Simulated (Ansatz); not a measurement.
RbBr in the NiAs-type structure, relaxed with r2SCAN: 8 runs in Ansatz, each a construction of maximally localised Wannier functions. The symmetry is P6_3/mmc (No. 194, hexagonal); a = 4.771 Å, c = 8.410 Å in the conventional setting, 41.45 Å³ an atom. Rb is surrounded by 6 Br at 3.47 Å; Br is surrounded by 6 Rb at 3.47 Å. No spin polarisation. The prototype was imposed, so other structures may be more stable.

```
Rb Br
1.0
     4.77109    0.00000    0.00000
    -2.38554    4.13188    0.00000
     0.00000    0.00000    8.41015
Rb Br
2 2
Cartesian
  0.0000 0.0000 0.0000
  0.0000 0.0000 4.2051
  0.0000 2.7546 2.1025
  2.3855 1.3773 6.3076
```

Windows count from the top of the filled bands; a dash means that no such window was set (without an outer window there is no disentanglement). Rows marked drawn have settings drawn at random (some not listed).

| functional | SCF mesh | trial orbitals | functions | mesh | window (eV) | frozen (eV) | settings | Ω total (Å²) | Ω invariant (Å²) | largest spread (Å²) | least projectability | interpolation miss of the model's filled bands (eV, to the nearest computed level) |
| --- | --- | --- | --- | --- | --- | --- | --- | --- | --- | --- | --- | --- |
| PBE | 6×6×2 | Br s, Br p | 8 | 6×6×2 | – | – | chosen | 11.63 | 10.00 | 1.50 | 0.94 | 0.006 |
| PBE | 6×6×2 | Br s, Br p | 8 | 6×6×4 | – | – | chosen | 11.80 | 10.16 | 1.52 | 0.94 | 0.001 |
| PBE | 6×6×2 | Br p | 6 | 6×6×2 | – | – | chosen | 11.17 | 11.15 | 1.86 | 0.98 | 0.006 |
| r2SCAN | 6×6×2 | Br s, Br p | 8 | 6×6×2 | – | – | chosen | 11.39 | 9.72 | 1.46 | 0.94 | 0.004 |
| r2SCAN | 6×6×2 | Br p | 6 | 6×6×2 | – | – | chosen | 10.93 | 10.91 | 1.82 | 0.98 | 0.004 |
| HSE06 | 6×6×2 | Br s, Br p | 8 | 6×6×2 | – | – | chosen | 11.35 | 9.69 | 1.46 | 0.94 | – |
| HSE06 | 6×6×2 | Br p | 6 | 6×6×2 | – | – | chosen | 10.91 | 10.89 | 1.82 | 0.98 | – |
| PBE | 6×6×2 | Br p | 6 | 4×4×4 | – | – | drawn | 11.08 | 11.05 | 1.89 | 0.98 | 0.014 |

A dash in the last column means that the miss wasn't evaluated.

For Br s, Br p with PBE the spread goes 11.63 Å² (6×6×2), 11.80 Å² (6×6×4): finite differences on a coarse mesh understate it.

The runs are scalar-relativistic, without spin-orbit coupling.
